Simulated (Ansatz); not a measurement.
A run of Ansatz 0.2.0 is set up as follows.

File input.yaml:

```yaml
crystal:
  lattice:
    - [0.0, 1.78337, 1.78337]
    - [1.78337, 0.0, 1.78337]
    - [1.78337, 1.78337, 0.0]
  atoms:
    - { symbol: C, position: [0.75, 0.75, 0.75] }
    - { symbol: C, position: [0.5, 0.5, 0.5] }
hamiltonian:
  xc: b3lyp
  pseudopotentials: { kind: paw }
kpoints:
  mp_grid: { grid: [7, 7, 7] }
  band_path:
    path:
      - [[0.0, 0.0, 0.0], [0.5, 0.0, 0.5], [0.5, 0.25, 0.75], [0.375, 0.375, 0.75], [0.0, 0.0, 0.0], [0.5, 0.5, 0.5], [0.625, 0.25, 0.625], [0.5, 0.25, 0.75], [0.5, 0.5, 0.5], [0.375, 0.375, 0.75]]
      - [[0.625, 0.25, 0.625], [0.5, 0.0, 0.5]]
    npoints: 4
scf:
  occupations: { method: fermi_dirac, width: 0.05 }
  n_extra_bands: 6
output:
  forces: true
  stress: true
  eigenvalues: true
  fatbands: false
```

Potentials or basis: Ansatz PAW.

Command:

```console
$ ansatz run input.yaml --threads 2 --pin off --max-ram 5632MiB --backend cpu --events-out ev --progress --plain --runs-dir out
```

Q: Estimate the band gap along the path.

A: 5.99 eV, indirect (least direct gap 7.43 eV).

Q: Predict the pressure.

A: 0.4 GPa.

Q: Predict the band gap on the k mesh.

A: 6.12 eV, indirect (least direct gap 7.43 eV).

Levels at the corners of the path, in eV from the valence-band top:
```tsv
point	band 1	band 2	band 3	band 4	band 5	band 6	band 7	band 8	band 9
Γ	-22.88	0.00	0.00	0.00	7.43	7.43	7.43	15.58	21.62
X	-13.66	-13.66	-6.67	-6.67	6.67	6.67	19.28	19.28	25.75
W	-12.87	-12.87	-8.72	-8.72	12.74	12.74	14.57	14.57	23.79
K	-13.94	-12.56	-9.77	-5.68	7.62	12.90	16.73	18.03	21.00
Γ	-22.88	0.00	0.00	0.00	7.43	7.43	7.43	15.58	21.62
L	-16.83	-14.15	-2.99	-2.99	10.51	10.51	10.84	18.10	24.32
U	-13.94	-12.56	-9.77	-5.68	7.62	12.90	16.73	18.03	21.00
W	-12.87	-12.87	-8.72	-8.72	12.74	12.74	14.57	14.57	23.79
L	-16.83	-14.15	-2.99	-2.99	10.51	10.51	10.84	18.10	24.32
K	-13.94	-12.56	-9.77	-5.68	7.62	12.90	16.73	18.03	21.00
U	-13.94	-12.56	-9.77	-5.68	7.62	12.90	16.73	18.03	21.00
X	-13.66	-13.66	-6.67	-6.67	6.67	6.67	19.28	19.28	25.75
```

Caveat: the k mesh is coarse (spacing up to 0.44 Å⁻¹), so the values aren't converged, least of all with exact exchange; the k mesh misses the band edges, so the gap on the mesh is wider than the one along the path; the pressure holds a Pulay correction of +1.0 GPa for the finite cutoff; the PAW data sets come from PBE, with cores solved anew for the run's functional, which leaves a small shift of forces and pressure; the thresholds are loose for stress.
